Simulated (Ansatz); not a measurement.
A run of Ansatz 0.2.0 is set up as follows.

The input input.yaml:

```yaml
crystal:
  lattice:
    - [4.0473293151, 0.0, 0.0]
    - [-2.0236646576, 3.5050900044, 0.0]
    - [0.0, 0.0, 18.05206491]
  atoms:
    - { symbol: In, position: [0.3333333333, 0.6666666667, 0.07739049] }
    - { symbol: In, position: [0.3333333333, 0.6666666667, 0.92260951] }
    - { symbol: In, position: [0.0, 0.0, 0.42260632] }
    - { symbol: In, position: [0.0, 0.0, 0.57739368] }
    - { symbol: Se, position: [0.3333333333, 0.6666666667, 0.35298428] }
    - { symbol: Se, position: [0.3333333333, 0.6666666667, 0.64701572] }
    - { symbol: Se, position: [0.6666666667, 0.3333333333, 0.14699993] }
    - { symbol: Se, position: [0.6666666667, 0.3333333333, 0.85300007] }
hamiltonian:
  xc: lda
  pseudopotentials: { kind: paw }
kpoints:
  mp_grid: { grid: [6, 6, 2] }
  band_path:
    path:
      - [[0.0, 0.0, 0.0], [0.5, 0.0, 0.0], [0.3333333333, 0.3333333333, 0.0], [0.0, 0.0, 0.0], [0.0, 0.0, 0.5], [0.5, 0.0, 0.5], [0.3333333333, 0.3333333333, 0.5], [0.0, 0.0, 0.5]]
      - [[0.5, 0.0, 0.5], [0.5, 0.0, 0.0]]
      - [[0.3333333333, 0.3333333333, 0.0], [0.3333333333, 0.3333333333, 0.5]]
    npoints: 10
scf:
  occupations: { method: fermi_dirac, width: 0.05 }
  n_extra_bands: 20
output:
  forces: true
  stress: true
  eigenvalues: true
  fatbands: true
```

Potentials or basis: Ansatz PAW.

Launch:

```console
$ ansatz run input.yaml --threads 4 --pin off --max-ram 11264MiB --backend cpu --events-out ev --progress --plain --runs-dir out
```

Q: What does it give for the largest force?

A: 0.154 eV/Å.

Q: Predict the band gap along the path.

A: 0.50 eV, direct.

Q: What does it give for the band gap on the k mesh?

A: 0.50 eV, direct.

Q: What does it give for the pressure?

A: -2.3 GPa.

Stress tensor (GPa, compression positive):
```
-2.31  0.00  0.00
 0.00 -2.31  0.00
 0.00  0.00 -2.14
```

Caveat: spin-orbit coupling is left out, which moves the levels of the heavy elements; the PAW data sets come from PBE, with cores solved anew for the run's functional, which leaves a small shift of forces and pressure. LDA gaps usually lie below the measured ones, often by a third to a half.
